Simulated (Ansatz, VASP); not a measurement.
**One calculation of AlCu, two programs**

```
CELL_PARAMETERS angstrom
2.99751 0.00000 0.00000
0.00000 2.99751 0.00000
0.00000 0.00000 2.99751
ATOMIC_POSITIONS crystal
Al 0.00000 0.00000 0.00000
Cu 0.50000 0.50000 0.50000
```

The cell comes from a database or a generator and needn't be the stable form of this composition.

Alike in both runs: task relaxation of cell and atoms; functional r2SCAN; k mesh 7 × 7 × 7; no spin polarisation.

|  | VASP | Ansatz |
| --- | --- | --- |
| version | VASP 6.6.1 | Ansatz 0.2.0 |
| potentials or method | VASP PAW PBE potentials, release 64 (Al, Cu) | plane waves, PAW |
| plane-wave cutoff (eV) | 600 | 600 |
| occupations | fermi-dirac, width 0.1 eV | fermi-dirac |
| valence electrons in the cell | 14 | 22 |

|  | VASP | Ansatz | Ansatz less VASP |
| --- | --- | --- | --- |
| relaxed volume (Å³/atom) | 12.98 | 12.98 | +0.003 |
| relaxed cell length with the largest relative difference (Å) | 2.961 | 2.961 | +0.0002 |
| energy change over the relaxation (meV/atom) | -7 | -7 | +0.1 |

The two sets of potentials don't hold the same shells in valence.

Caveats: the PAW data sets were made with another functional, which shifts forces and pressure a little (VASP).
